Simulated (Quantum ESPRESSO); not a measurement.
MoS2:

```
Mo S
1.0
     3.14799   -1.92978    0.00000
     3.14799    1.92978    0.00000
    -0.00310    0.00000    4.43933
Mo S
1 2
Direct
  0.00000 0.00000 0.00000
  0.68790 0.68790 0.28890
  0.31210 0.31210 0.71110
```

The cell comes from a database or a generator and needn't be the stable form of this composition.

Base run:

| Quantity | Value |
| --- | --- |
| Program | Quantum ESPRESSO 7.5 |
| Functional | LDA |
| Potentials or basis | GBRV 1.5 LDA |
| Cutoff | 612 eV |
| Density cutoff | 4898 eV |
| k mesh | 6 × 6 × 4 |
| Occupations | gaussian, width 0.05 eV |
| Spin | collinear spin, ferromagnetic start |
| Starting moments | [2.0, 0.0, 0.0] μB |
| Hubbard terms | Mo d U = 5 eV |

Its results: band gap on the k mesh none (metal or under the smearing width); pressure -0.9 GPa; net moment 2.27 μB per cell; site moments Mo +1.83; S -0.18 μB; largest force 1.369 eV/Å.

Question: The run is repeated on the same cell with these changes: hubbard terms from Mo d U = 5 eV to Mo d U = 1 eV. What comes out?

Answer: Band gap on the k mesh none (metal or under the smearing width); pressure -8.1 GPa; net moment 1.57 μB per cell; site moments Mo +1.15; S -0.05 μB; largest force 1.571 eV/Å.

Caveats: forces of over 1 eV/Å show positions far from the minimum, so gaps and moduli don't describe the material at rest.
